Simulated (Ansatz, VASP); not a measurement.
One calculation of AlN, two programs

INCAR

```
SYSTEM = AlN
PREC = Accurate
ENCUT = 520
EDIFF = 1E-6
ISMEAR = 0
SIGMA = 0.02
LREAL = .False.
LASPH = .True.
NELM = 100
ALGO = Normal
ISIF = 2
LWAVE = .False.
LCHARG = .False.
GGA = PS
NBANDS = 11
```

The input KPOINTS:

```
regular mesh
0
Gamma
  10 10 10
  0 0 0
```

Contents of POSCAR:

```
AlN
1.0
    0.0000000000      2.0226210085      2.0226210085
    2.0226210085      0.0000000000      2.0226210085
    2.0226210085      2.0226210085      0.0000000000
Al N
1 1
Direct
    0.5000000000      0.5000000000      0.5000000000
    0.0000000000      0.0000000000      0.0000000000
```

Input for Ansatz:

```yaml
crystal:
  lattice:
    - [0.0, 2.0226210085, 2.0226210085]
    - [2.0226210085, 0.0, 2.0226210085]
    - [2.0226210085, 2.0226210085, 0.0]
  atoms:
    - { symbol: Al, position: [0.5, 0.5, 0.5] }
    - { symbol: "N", position: [0.0, 0.0, 0.0] }
basis:
  ecutwfc: 600.0
kpoints:
  mp_grid: { grid: [10, 10, 10] }
hamiltonian:
  xc: pbesol
scf:
  occupations: { method: gaussian, width: 0.02 }
output:
  forces: true
  stress: true
  eigenvalues: true
```

Alike in both runs: task single point; functional PBEsol; k mesh 10 × 10 × 10; occupations gaussian, width 0.02 eV; no spin polarisation.

|  | VASP | Ansatz |
| --- | --- | --- |
| version | VASP 6.6.1 | Ansatz 0.2.0 |
| potentials or method | VASP PAW PBE potentials, release 64 (Al, N) | scalar-relativistic, plane waves, PAW |
| plane-wave cutoff (eV) | 520 | 600 |
| valence electrons in the cell | 8 | 8 |

|  | VASP | Ansatz | Ansatz less VASP |
| --- | --- | --- | --- |
| gap on the k mesh at the Fermi level (eV) | 4.54 | 4.55 | +0.005 |
| least direct gap on the mesh (eV) | 5.65 | 5.63 | -0.019 |
| pressure (GPa) | -0.1 | 0.0 | +0.10 |

With one functional, cell and mesh, what is left measures potentials, basis and numerics.

Caveats: the PAW data sets were made with another functional, which shifts forces and pressure a little (VASP). A k mesh can miss the band edges. PBEsol gaps usually lie below the measured ones, often by a third to a half.
